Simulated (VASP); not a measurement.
Wanted: the native input for a VASP 6.6.1 run.

- Task: single point
- Functional: PBEsol
- Potentials or basis: VASP PAW PBE potentials, release 64 (Cd, Se)
- Cutoff: 520 eV
- k mesh: 10 × 10 × 10
- Occupations: gaussian, width 0.02 eV
- Spin: no spin polarisation
- Dipole correction: no
- Further INCAR settings: ALGO = Normal; EDIFF = 1e-06; NBANDS = 16

The structure of CdSe lies in POSCAR:

```
CdSe
1.0
    0.0000000000      3.0408823913      3.0408823913
    3.0408823913      0.0000000000      3.0408823913
    3.0408823913      3.0408823913      0.0000000000
Cd Se
1 1
Direct
    0.0000000000      0.0000000000      0.0000000000
    0.7500000000      0.7500000000      0.7500000000
```

Measurements of this composition are mostly on another form, of space group No. 186.

The input as run:

INCAR

```
SYSTEM = CdSe
PREC = Accurate
ENCUT = 520
EDIFF = 1E-6
ISMEAR = 0
SIGMA = 0.02
LREAL = .FALSE.
LASPH = .TRUE.
NELM = 100
ALGO = Normal
ISIF = 2
LWAVE = .FALSE.
LCHARG = .FALSE.
GGA = PS
NBANDS = 16
```

KPOINTS

```
regular mesh
0
G
  10 10 10
  0 0 0
```

Potentials or basis: VASP PAW PBE potentials, release 64 (Cd, Se).

Run with:

```console
$ cat potpaw_PBE.64/Cd/POTCAR potpaw_PBE.64/Se/POTCAR > POTCAR
$ mpirun -np 1 vasp_std > vasp.out
```

It gave:

| Item | Value |
| --- | --- |
| Pressure | 0.3 GPa |
| Band gap on the k mesh | 0.48 eV, direct |

Caveat: the PAW data sets were made with another functional, which shifts forces and pressure a little.

Run time: 12 s on 1 thread of Intel(R) Xeon(R) 6975P-C (Granite Rapids) (shared host), peak memory 0.2 GiB.
